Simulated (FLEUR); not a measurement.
# PtS2 (P-3m1) in FLEUR: single point with PBE

Aim: the single point of PtS2 with PBE.

Everything below comes from runs of FLEUR MaX-R8.1 (later development tree). Logs are shortened: lines on timing, memory, paths and dates and some standing lists are left out, and cuts for length are marked.

**1. The crystal as given**

It takes space group P-3m1 (No. 164, trigonal). The conventional cell has a = 3.543 Å, b = 3.543 Å, c = 5.039 Å, α = 90.00°, β = 90.00°, γ = 120.00°. Pt (site symmetry -3m) is surrounded by 6 S at 2.34 Å. S (site symmetry 3m) has 3 Pt at 2.34 Å as nearest neighbours.

**2. Single point, PBE**

File inp.xml:

```xml
<?xml version="1.0" encoding="UTF-8" standalone="no"?>
<fleurInput fleurInputVersion="0.39">
   <comment>
      PtS2                                                                                                
   </comment>
   <calculationSetup>
      <cutoffs Kmax="5.16" Gmax="16.0" GmaxXC="16.0" numbands="0"/>
      <scfLoop itmax="60" minDistance="0.00001" maxIterBroyd="15" imix="Anderson" alpha="0.05" precondParam="0.0" spinf="2.0" sdNocoIR="T"/>
      <coreElectrons ctail="T" frcor="F" kcrel="0" coretail_lmax="0"/>
      <xcFunctional name="pbe" relativisticCorrections="F"/>
      <magnetism jspins="1"/>
      <soc l_soc="F" theta="0.0" phi="0.0" spav="F"/>
      <expertModes spex="0" secvar="F"/>
      <geometryOptimization l_f="T" forcealpha="1.0" forcemix="BFGS" epsdisp="0.0005" epsforce="0.0002"/>
      <ldaU l_linMix="F" mixParam="0.05" spinf="1.0"/>
   </calculationSetup>
   <cell>
      <bzIntegration valenceElectrons="30.0" mode="hist" fermiSmearingEnergy="0.00183747">
         <kPointListSelection listName="default-1"/>
         <!-- k-points included here -->
         <xi:include xmlns:xi="http://www.w3.org/2001/XInclude" href="kpts.xml"> </xi:include>
      </bzIntegration>
      <!-- symmetry operations included here -->
      <xi:include xmlns:xi="http://www.w3.org/2001/XInclude" href="sym.xml"> </xi:include>
      <bulkLattice scale="1.0">
         <bravaisMatrix>
            <row-1>    6.6956776046827198     0.0000000000000000     0.0000000000000000</row-1>
            <row-2>   -3.3478388023413599     5.7986269012265188     0.0000000000000000</row-2>
            <row-3>    0.0000000000000000     0.0000000000000000     9.5219519966344794</row-3>
         </bravaisMatrix>
      </bulkLattice>
   </cell>
   <atomSpecies>
      <species name="Platinum (Pt)" element="Pt" atomicNumber="78">
         <mtSphere radius="2.37" gridPoints="807" logIncrement="0.017"/>
         <atomicCutoffs lmax="10" lnonsphr="8"/>
         <electronConfig flipSpins="F">
            <coreConfig>(1s1/2) (2s1/2) (2p1/2) (2p3/2) (3s1/2) (3p1/2) (3p3/2) (4s1/2) (3d3/2) (3d5/2) (4p1/2) (4p3/2) (4d3/2) (4d5/2) (4f5/2) (4f7/2)</coreConfig>
            <valenceConfig>(5s1/2) (5p1/2) (5p3/2) (6s1/2) (5d3/2) (5d5/2)</valenceConfig>
            <stateOccupation state="(6s1/2)" spinUp="0.500000" spinDown="0.500000"/>
            <stateOccupation state="(5d3/2)" spinUp="1.800000" spinDown="1.800000"/>
            <stateOccupation state="(5d5/2)" spinUp="2.700000" spinDown="2.700000"/>
         </electronConfig>
         <energyParameters s="6" p="6" d="5" f="5"/>
         <lo type="SCLO" l="0" n="5" eDeriv="0"/>
         <lo type="SCLO" l="1" n="5" eDeriv="0"/>
         <lo type="SCLO" l="1" n="5" eDeriv="1"/>
         <lo type="SCLO" l="2" n="5" eDeriv="2"/>
         <lo type="SCLO" l="3" n="5" eDeriv="2"/>
      </species>
      <species name="Sulfur (S)" element="S" atomicNumber="16">
         <mtSphere radius="1.61" gridPoints="549" logIncrement="0.021"/>
         <atomicCutoffs lmax="8" lnonsphr="6"/>
         <electronConfig flipSpins="F">
            <coreConfig>(1s1/2) (2s1/2) (2p1/2) (2p3/2)</coreConfig>
            <valenceConfig>(3s1/2) (3p1/2) (3p3/2)</valenceConfig>
            <stateOccupation state="(3p1/2)" spinUp="0.666667" spinDown="0.666667"/>
            <stateOccupation state="(3p3/2)" spinUp="1.333333" spinDown="1.333333"/>
         </electronConfig>
         <energyParameters s="3" p="3" d="3" f="4"/>
         <lo type="SCLO" l="0" n="3" eDeriv="2"/>
         <lo type="SCLO" l="1" n="3" eDeriv="2"/>
         <lo type="SCLO" l="2" n="3" eDeriv="2"/>
         <lo type="SCLO" l="3" n="4" eDeriv="2"/>
      </species>
   </atomSpecies>
   <atomGroups>
      <atomGroup species="Platinum (Pt)">
         <relPos label="                   1">.0000000000 .0000000000 .0000000000</relPos>
         <force calculate="T" relaxXYZ="TTT"/>
      </atomGroup>
      <atomGroup species="Sulfur (S)">
         <relPos label="                   2">-1.000/3.000 1.000/3.000 -.2270000000</relPos>
         <relPos label="                   3">1.000/3.000 -1.000/3.000 .2270000000</relPos>
         <force calculate="T" relaxXYZ="TTT"/>
      </atomGroup>
   </atomGroups>
   <output dos="F" band="F" slice="F">
      <checks vchk="F" cdinf="F"/>
      <bandDOS minEnergy="-.5*Htr" maxEnergy="0.5*Htr" sigma="0.015" storeEVData="T"/>
      <vacuumDOS vacdos="F" integ="F" star="F" nstars="0" locx1="0.0" locy1="0.0" locx2="0.0" locy2="0.0" nstm="0" tworkf="0.0"/>
      <unfoldingBand unfoldBand="F" supercellX="1" supercellY="1" supercellZ="1"/>
      <plotting iplot="0" polar="F">
         <plot TwoD="T" vec1="  1.0  0.0  0.0" vec2="  0.0  1.0  0.0" vec3="  0.0  0.0  1.0" zero="  0.0  0.0  0.0" file="plot"/>
      </plotting>
      <chargeDensitySlicing numkpt="0" minEigenval="0.0" maxEigenval="0.0" nnne="0" pallst="F"/>
      <specialOutput eonly="F"/>
      <moessbauerParams electricFieldGradient="T" isomerShift="T" coreHyperfine="T" valenceHyperfine="T"/>
      <magneticCircularDichroism mcd="F" energyLo="-10.0" energyUp="0.0"/>
   </output>
  <!-- We include the file relax.xml here to enable relaxations (see documentation) -->
  <xi:include xmlns:xi="http://www.w3.org/2001/XInclude" href="relax.xml"> <xi:fallback/> </xi:include>
</fleurInput>
```

File crystal.txt:

```
PtS2
&input cartesian=F /
3.5432000000  0.0000000000  0.0000000000
-1.7716000000  3.0685012107  0.0000000000
0.0000000000  0.0000000000  5.0388000000
1.8897261246
1.0 1.0 1.0

3
78 0.0000000000  0.0000000000  0.0000000000
16 0.6666666667  0.3333333333  0.7730000000
16 0.3333333333  0.6666666667  0.2270000000

&kpt div1=9 div2=9 div3=5 gamma=T /
```

Potentials or basis: all-electron, FLAPW.

Run with:

```
$ inpgen -f crystal.txt -profile fastHighL
$ # inp.xml edited to the form shown
$ fleur_MPI
```

The log of the run:

```text
Welcome to FLEUR        (www.flapw.de)
      MaX-Release 8.1          (www.max-centre.eu)

 ========== k-point set info ==========
 Selected k-point list: default-1
 k-point list type: mesh
 9 x 9 x 5
 Number of k points: 50

 ------------Calculation Setup---------------------------
 Number of MPI-tasks      :            1
 Number of PE/node        :            1
 Number of OMP-threads    :            1
 Most efficient MPI parallelization for:
           1           2           5          10          25          50
 Additional eigenvalue parallelization possible
 Number of basis functions:         1020
 Approximate size of matrices (H+S) per k-point:         0.016 GB
 --------------------------------------------------------
 Iteration:     1   Distance:      19.23359081 me/bohr^3
 Iteration:     2   Distance:      16.20756697 me/bohr^3
 Iteration:     3   Distance:       7.73325746 me/bohr^3
 Iteration:     4   Distance:       3.88218874 me/bohr^3
 Iteration:     5   Distance:       2.14202013 me/bohr^3
 Iteration:     6   Distance:       0.38619651 me/bohr^3
 Iteration:     7   Distance:       0.33358522 me/bohr^3
 Iteration:     8   Distance:       0.12271957 me/bohr^3
 Iteration:     9   Distance:       0.08216221 me/bohr^3
 Iteration:    10   Distance:       0.01783906 me/bohr^3
 Iteration:    11   Distance:       0.00354795 me/bohr^3
 Iteration:    12   Distance:       0.00234638 me/bohr^3
 Iteration:    13   Distance:       0.00036241 me/bohr^3
 Iteration:    14   Distance:       0.00021298 me/bohr^3
 Iteration:    15   Distance:       0.00006349 me/bohr^3
 Iteration:    16   Distance:       0.00005848 me/bohr^3
 Iteration:    17   Distance:       0.00002838 me/bohr^3
 Iteration:    18   Distance:       0.00001667 me/bohr^3
 Iteration:    19   Distance:       0.00000470 me/bohr^3
 Reset of history

 ********************************************************************
 Run finished successfully
 Stop message:
   Structural relaxation: new displacements generated
 ********************************************************************
```

Wall time 6.6 min (1 thread of Arm Neoverse V1, shared host); peak memory 0.1 GiB.

Results:

```
Free energy                                           : -523687.4459 eV
Largest force                                         : 1.276 eV/Å
Band gap on the k mesh                                : 1.02 eV, indirect (least direct gap 1.07 eV)
Valence electrons inside the program's atomic spheres : Pt 16.20; S 2.48 (radii Pt 2.37, S 1.61 bohr)
```

Forces in eV/Å, atoms in the order of the input:
```
Pt   0.000  0.000  0.000
S    0.000  0.000 -1.276
S    0.000  0.000  1.276
```

Levels at points of the mesh, in eV from the valence-band top:
```csv
k point,band 11,band 12,band 13,band 14,band 15,band 16,band 17,band 18,band 19,band 20
"(0.00, 0.00, 0.00)",-3.99,-1.79,-1.15,-1.15,-0.13,2.46,2.46,4.77,5.76,7.84
```

Core levels (eV from the Fermi level):
```
atom                                                                                                                                                                                                                                     levels
1 Pt  1s1/2 -78313.5, 2s1/2 -13745.3, 2p1/2 -13172.0, 2p3/2 -11442.7, 3s1/2 -3227.0, 3p1/2 -2970.1, 3p3/2 -2590.0, 4s1/2 -692.0, 3d3/2 -2163.1, 3d5/2 -2081.2, 4p1/2 -583.1, 4p3/2 -492.6, 4d3/2 -314.4, 4d5/2 -297.6, 4f5/2 -70.0, 4f7/2 -66.6
 2 S                                                                                                                                                                                    1s1/2 -2400.0, 2s1/2 -206.1, 2p1/2 -151.7, 2p3/2 -150.4
 3 S                                                                                                                                                                                    1s1/2 -2400.0, 2s1/2 -206.1, 2p1/2 -151.7, 2p3/2 -150.4
```

Caveat: core charge leaks out of the spheres, which shifts energies; spin-orbit coupling is left out, which moves the levels of the heavy elements; an odd mesh through Γ misses points on the zone boundary, where band edges often lie; forces of over 1 eV/Å show positions far from the minimum, so gaps and moduli don't describe the material at rest. PBE gaps usually lie below the measured ones, often by a third to a half.
